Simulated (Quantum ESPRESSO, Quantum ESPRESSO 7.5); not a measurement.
# Lattice constant of cubic Ba₂YReO₆ with PBEsol: cutoff, potentials and a dispersion correction

## Reference data

The reference is the cubic lattice constant of the B-site ordered double perovskite Ba₂YReO₆, a = 8.36278 Å with an uncertainty of 2 × 10⁻⁵ Å. It is quoted for comparison in "Long-Range Magnetic Order in the 5d^2 Double Perovskite Ba2CaOsO6: Comparison with Spin-Disordered Ba2YReO6" (2013, arXiv:1312.6553) and comes from earlier diffraction work. The measurement temperature is not given with the value; we take it to be a room-temperature powder cell, which is the usual case for such a number.

The small uncertainty describes one refinement, not the spread between samples. The diffraction structure from the Crystallography Open Database with which we start has a = 8.274 Å, which is 0.089 Å shorter. That gap is far outside the quoted uncertainty, and we keep it in view when judging.

| compared with | measured | source's wording or label | method |
| --- | --- | --- | --- |
| a (Å) | 8.36278 | 8.36278 ± 2e-05 A | diffraction, earlier work |

Conditions are those given with the value in the passage it was taken from; "not stated" means there, and the paper may say more elsewhere. The values are a selection: others may have been left out beforehand as unlike or outlying.

## Method

We want the equilibrium lattice constant within 1 % of the reference, or about 0.08 Å. This is a demand that a good semilocal functional should meet for an oxide perovskite, and it is strict enough to expose a poor potential or a badly chosen functional. The two diffraction cells differ by slightly more than this, so a result near the lower limit would need careful wording.

The model is the ten-atom primitive cell in Fm-3m, with the cell length and the one free oxygen coordinate relaxed. We use PBEsol because LDA usually makes such oxides too small and PBE too large. The calculation is static, whereas thermal and zero-point expansion together typically add a few tenths of a per cent at room temperature; the computed cell should therefore lie somewhat below the measured one.

The electronic state is simplified. Re⁵⁺ has two 5d electrons, and the real compound is a Mott insulator with strong spin-orbit coupling. Our runs have neither spin polarisation nor spin-orbit coupling, and they describe the open shell with smeared, partly filled bands. Missing local moments usually shorten the metal-oxygen bonds a little. We accept this for a lattice constant, but not for any statement on magnetism or the gap.

We begin at a firm plane-wave cutoff, then test it upwards and change the potentials, and finally set a dispersion-corrected relaxation beside the result for scale.

Plain PBE isn't shown in this study.

System: Ba2YReO6, B-site ordered cubic double perovskite; Fm-3m (No. 225), 10 atoms in the primitive cell; the database structure is a diffraction structure: a = 8.274 Å; structure from the Crystallography Open Database.

On the selection of runs and values: Further runs on this system are not shown.

## 1. PBEsol at a firm cutoff

We start with norm-conserving potentials at 84 Ry. A much lower cutoff would be cheaper, but the oxygen 2p and the semicore states of the metals are hard to represent with such potentials, and an incomplete basis distorts the stress that drives a cell relaxation. We expect a lattice constant slightly below the reference.

**Run 1.** Quantum ESPRESSO 7.5: PBEsol, PseudoDojo norm-conserving potentials, cell and atoms relaxed from the database structure, cutoff 84 Ry, 6x6x6 k mesh, Marzari-Vanderbilt smearing 0.14 eV.

Key lines of the input:
```
! potential files: PseudoDojo norm-conserving potentials, made for PBEsol
&control
  calculation = 'vc-relax'
  forc_conv_thr = 2.0d-4
  etot_conv_thr = 1.0d-5
  nstep = 60
/
&system
  nat = 10
  ntyp = 4
  ecutwfc = 84
  nbnd = 55
  occupations = 'smearing'
  smearing = 'mv'
  degauss = 0.01029
/
&electrons
  conv_thr = 1.0d-8
  electron_maxstep = 100
  mixing_beta = 0.4
/
&ions
/
&cell
  press_conv_thr = 0.5
/
ATOMIC_SPECIES
  Ba 137.327 Ba.upf
  Y 88.906 Y.upf
  Re 186.207 Re.upf
  O 15.999 O.upf
[... cell and positions ...]
K_POINTS automatic
  6 6 6 0 0 0
```

Command:
```
OMP_NUM_THREADS=1 mpirun -n 8 pw.x -nk 8 -in relax.in > relax.out
```

Selected lines of the output:
```
     bfgs converged in   6 scf cycles and   5 bfgs steps
          total   stress  (Ry/bohr**3)                   (kbar)     P=        0.13
```

Converged; 4.3 min on 8 cores of Arm Neoverse V1, shared host.

| quantity | run 1 | measured | deviation |
| --- | --- | --- | --- |
| a (Å) | 8.3150 | 8.36278 | −0.0478 (−0.6 %) |
| conventional cell volume (Å³) | 574.89 |  |  |
| final pressure (GPa) | 0.013 |  |  |

The relaxed lattice constant is 8.3150 Å, 0.6 % below the reference and so inside the 1 % target. It is also 0.041 Å above the diffraction cell from which the relaxation started, which places it roughly midway between the two experimental values. The relaxation converged, and the pressure on the fresh basis is only 0.13 kbar. This shows that the cell is at rest for this cutoff and these potentials and that the change of basis during the relaxation left little spurious stress; whether the cutoff is converged and the potentials are adequate needs separate checks.

## 2. Higher cutoff and other potentials

Two checks bear directly on this value. Raising the cutoff to 113 Ry with everything else unchanged tests the plane-wave basis. Repeating the relaxation with GBRV ultrasoft potentials, at the lower cutoff for which such potentials are designed, tests the description of the cores. We expect the cutoff to matter very little and the potentials to shift a by perhaps a few tenths of a per cent at most.

**Run 2.** Quantum ESPRESSO 7.5: PBEsol, PseudoDojo norm-conserving potentials, cell and atoms relaxed from the database structure, cutoff 113 Ry, 6x6x6 k mesh, Marzari-Vanderbilt smearing 0.14 eV.

Key lines of the input, as changed from run 1:
```diff
  &system
-   ecutwfc = 84
+   ecutwfc = 113
```

Command:
```
OMP_NUM_THREADS=1 mpirun -n 4 pw.x -nk 4 -in relax.in > relax.out
```

Selected lines of the output:
```
     new unit-cell volume =    970.06909 a.u.^3 (   143.74941 Ang^3 )
```

Converged; 12 min on 4 cores of Arm Neoverse V1, shared host.

**Run 3.** Quantum ESPRESSO 7.5: PBEsol, GBRV ultrasoft potentials, cell and atoms relaxed from the database structure, cutoff 45 Ry (density 360 Ry), 6x6x6 k mesh, Marzari-Vanderbilt smearing 0.14 eV.

Key lines of the input, as changed from run 1:
```diff
- ! potential files: PseudoDojo norm-conserving potentials, made for PBEsol
+ ! potential files: GBRV ultrasoft potentials, made for PBEsol
  &system
-   ecutwfc = 84
+   ecutwfc = 45
+   ecutrho = 360
```

Selected lines of the output:
```
     new unit-cell volume =    973.73718 a.u.^3 (   144.29296 Ang^3 )
```

Converged; wall time 5.3 min.

| quantity | run 2 | run 3 | measured |
| --- | --- | --- | --- |
| a (Å) | 8.3155 | 8.3260 | 8.36278 |
| conventional cell volume (Å³) | 575.00 | 577.17 |  |
| final pressure (GPa) | 0.002 | −0.007 |  |

Raising the cutoff to 113 Ry lengthens a by only 0.0005 Å, so for the norm-conserving potentials the basis at 84 Ry is sufficient for this purpose. The GBRV potentials give 8.3260 Å, which is 0.0105 Å or about 0.1 % more than the 113 Ry result. That difference contains both the change of potentials and the lower cutoff that goes with them. It is small against the 1 % target, and all three relaxations meet it while staying below the reference.

## 3. Dispersion correction for scale

The neighbouring level is PBEsol with D3(BJ), run at 84 Ry with the same norm-conserving potentials as the first relaxation, so that the two can be compared directly. The added pairwise attraction should contract the cell. Since PBEsol already gives a cell on the short side, we expect the correction to move the result away from the reference; the run tells us by how much.

**Run 4.** Quantum ESPRESSO 7.5: PBEsol+D3(BJ), PseudoDojo norm-conserving potentials, cell and atoms relaxed from the database structure, cutoff 84 Ry, 6x6x6 k mesh, Marzari-Vanderbilt smearing 0.14 eV.

Key lines of the input, as changed from run 1:
```diff
  &system
+   vdw_corr = 'dft-d3'
+   dftd3_version = 4
```

Selected lines of the output:
```
     bfgs converged in   5 scf cycles and   4 bfgs steps
     new unit-cell volume =    954.57214 a.u.^3 (   141.45300 Ang^3 )
```

Converged; wall time 7.1 min.

| quantity | run 4 | measured | deviation |
| --- | --- | --- | --- |
| a (Å) | 8.2710 | 8.36278 | −0.0918 (−1.1 %) |
| conventional cell volume (Å³) | 565.81 |  |  |
| final pressure (GPa) | 0.004 |  |  |

The dispersion correction shortens a by 0.0440 Å, or about 0.5 %, relative to the PBEsol run at the same cutoff and with the same potentials. This shift includes D3's three-body term, which pw.x adds by default, besides the pairwise attraction. The direction is the one we expected, and the shift is about four times the difference between the two sets of potentials. At 8.2710 Å the cell lies 1.1 % below the reference, a narrow miss of the target.

This result is, however, only 0.003 Å from the diffraction cell used as the starting structure. We do not count this in its favour. As far as we know, older determinations lie close to the reference or marginally above it, so the short database cell is the likelier outlier, and the call stays a narrow miss. The closeness to the starting cell is not a sign of a relaxation that failed to move: the run took 4 BFGS steps, converged, and ends at a pressure of 0.004 GPa on the fresh basis.

## Comparison with experiment

| run | settings | a (Å) | deviation | cost |
| --- | --- | --- | --- | --- |
| 1 | PBEsol, PseudoDojo norm-conserving potentials, cutoff 84 Ry | 8.3150 | −0.0478 (−0.6 %) | 34 core-min |
| 2 | PBEsol, PseudoDojo norm-conserving potentials, cutoff 113 Ry | 8.3155 | −0.0473 (−0.6 %) | 46 core-min |
| 3 | PBEsol, GBRV ultrasoft potentials, cutoff 45 Ry (density 360 Ry) | 8.3260 | −0.0368 (−0.4 %) | 21 core-min |
| 4 | PBEsol+D3(BJ), PseudoDojo norm-conserving potentials, cutoff 84 Ry | 8.2710 | −0.0918 (−1.1 %) | 28 core-min |
|  | measured | 8.36278 |  |  |

Further runs on the same system, made beside this series (convergence steps with loose settings among them):

| further | settings | a (Å) | deviation | cost |
| --- | --- | --- | --- | --- |
| F1 | PBEsol, PseudoDojo norm-conserving potentials, cutoff 84 Ry, 4x4x4 k mesh | 8.3140 | −0.0488 (−0.6 %) | 18 core-min |
|  | measured | 8.36278 |  |  |

## Discussion

PBEsol meets the 1 % target. With norm-conserving potentials at 113 Ry it gives a = 8.3155 Å, 0.6 % below the reference, for 46 core-minutes. The relaxation at 84 Ry gives practically the same cell for 34.

The checks support this value. The higher cutoff changes a by 0.0005 Å, and going from a 4×4×4 k mesh (F1) to 6×6×6 (run 1) changes it by about 0.001 Å; a check of the smearing width is not shown in this report. The GBRV potentials with their own cutoff add about 0.1 %, which is too little to affect the call. D3(BJ) shortens the cell by about 0.5 % and leads to a narrow miss against the reference. An allowance for thermal and zero-point expansion could bring it just inside the target, but it would remain further from the reference than plain PBEsol.

Part of the remaining shortfall is expected of a static calculation: thermal and zero-point expansion would lengthen the computed cell by a few tenths of a per cent. The missing local moments may also shift the cell; their effect is not shown in this report, and we assign no part of the shortfall to them. Spin-orbit coupling is also absent. The agreement therefore supports PBEsol for the size of the cell, not the smeared, non-magnetic description of a Mott insulator, and some cancellation of errors remains possible.

The two diffraction cells differ by 0.089 Å, more than the whole target. We can't say why the database cell is so short, but we take it as the likelier outlier and judge against the reference. Plain PBEsol lies between them, within 1 % of each as computed, but the allowance for expansion that brings it closer to the reference takes it further from the database cell.

[Logs are printed without paths, hosts, clocks, repeated set-up lines and the standing remarks that a program may print on its own settings, such as how far it seeks lower states.]

[The runs shown are a pick from a larger set of finished runs; failed, doubtful and other runs were left out of it ahead of writing. So were measured values far from every level or from commonly accepted values, and agreement can look better than it is. Lines of input and output are excerpts and may be shortened.]
